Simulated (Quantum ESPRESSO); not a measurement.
Runs of Quantum ESPRESSO 7.5 on Sr. The structure is cubic, space group Fm-3m (No. 225). The conventional cell has a = 6.085 Å, b = 6.085 Å, c = 6.085 Å, α = 90.00°, β = 90.00°, γ = 90.00°. Around Sr (site symmetry m-3m) lie 12 Sr at 4.30 Å. 

```tsv
level	k mesh	SCF threshold	symmetry	form of the LDA correlation	gap on the mesh (eV)	pressure (GPa)
PW91	8 × 8 × 8	2e-10 Ry	-	-	none	-0.4
AM05	8 × 8 × 8	2e-10 Ry	-	-	none	-0.6
PBEsol	8 × 8 × 8	2e-10 Ry	-	-	none	-0.9
SCAN	6 × 6 × 6	1e-08 Ry	off	-	none	0.0
RPBE	8 × 8 × 8	2e-10 Ry	-	-	none	0.3
r2SCAN	6 × 6 × 6	1e-08 Ry	off	-	none	0.0
BLYP	8 × 8 × 8	2e-10 Ry	-	-	none	0.0
LDA	8 × 8 × 8	2e-10 Ry	-	PZ81	none	(a)
revTPSS	6 × 6 × 6	1e-08 Ry	off	-	none	-0.4
```

Alike in all rows: task band structure; potentials or basis SG15 PBE 1.2; no spin polarisation; cell as given; cutoff (eV) 925; smearing fermi-dirac 0.05 eV.

Estimate the missing entries.

(a) -1.6.

Caveats: the potentials were made for another functional, which shifts forces and pressure; some levels on the path didn't converge (some runs).

A k mesh can miss the band edges, and the runs leave out spin-orbit coupling on Sr.

A gap of «none» marks a metal or a gap under the smearing width.

Runs at the PBE level aren't shown here.
